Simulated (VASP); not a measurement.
A run of VASP 6.6.1:

The input INCAR:

```
PREC = Accurate
ENCUT = 600
EDIFF = 1E-7
ISMEAR = 0
SIGMA = 0.03
LREAL = False
LASPH = True
NELM = 80
ALGO = Normal
ISIF = 3
LWAVE = False
LCHARG = False
IBRION = 2
NSW = 90
EDIFFG = -0.005
```

File KPOINTS:

```
regular mesh
0
Gamma
  10 10 10
```

Contents of POSCAR:

```
KF                                      
1.0
    0.0000000000      2.5833588752      2.5833588752
    2.5833588752     -0.0000000000      2.5833588752
    2.5833588752      2.5833588752      0.0000000000
  K               F             
     1     1
Direct
     1.0000000000000000    1.0000000000000000    0.0000000000000000
     0.5000000000000000    0.5000000000000000    0.5000000000000000
```

Potentials or basis: VASP PAW LDA potentials, release 64 (K_sv, F).

Run with:

```console
$ cat potpaw_LDA.64/K_sv/POTCAR potpaw_LDA.64/F/POTCAR > POTCAR
$ mpirun -np 1 vasp_std > vasp.out
```

Hardware: 1 thread of Intel(R) Xeon(R) 6975P-C (Granite Rapids) (shared host).

Q: How long does it take, and how much memory?

A: Run time: 16 s on 1 thread of Intel(R) Xeon(R) 6975P-C (Granite Rapids), with other jobs on the host, peak memory 0.17 GiB. Counts: scf iterations 19, k points 47, ion steps 2.
